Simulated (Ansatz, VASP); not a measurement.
## Ir in VASP and in Ansatz

```xyz
1
Lattice="0.0000 1.9221 1.9221 1.9221 0.0000 1.9221 1.9221 1.9221 0.0000" Properties=species:S:1:pos:R:3 pbc="T T T"
Ir    0.0000    0.0000    0.0000
```

Alike in both runs: functional r2SCAN; k mesh 18 × 18 × 18; occupations gaussian, width 0.1 eV; no spin polarisation.

Ansatz relaxed the structure, and its values are those at the end. VASP's run is a single point on that final structure, the one shown.

|  | VASP | Ansatz |
| --- | --- | --- |
| version | VASP 6.6.1 | Ansatz 0.2.0 |
| potentials or method | VASP PAW PBE potentials, release 64 (Ir) | scalar-relativistic, plane waves, PAW |
| plane-wave cutoff (eV) | 520 | 500 |
| valence electrons in the cell | 9 | 17 |

Ansatz gave:

```
gap on the k mesh at the Fermi level (eV) : none
pressure (GPa)                            : 0.0
```

Task: What did VASP give for the same quantities?

Result: gap on the k mesh at the Fermi level (eV): none; pressure (GPa): 2.5.

A gap of «none» marks a metal or a gap that the smearing closes. The two sets of potentials don't hold the same shells in valence.

Caveats: the PAW data sets were made with another functional, which shifts forces and pressure a little (VASP). The runs have no spin-orbit coupling, so splittings on Ir are missing.
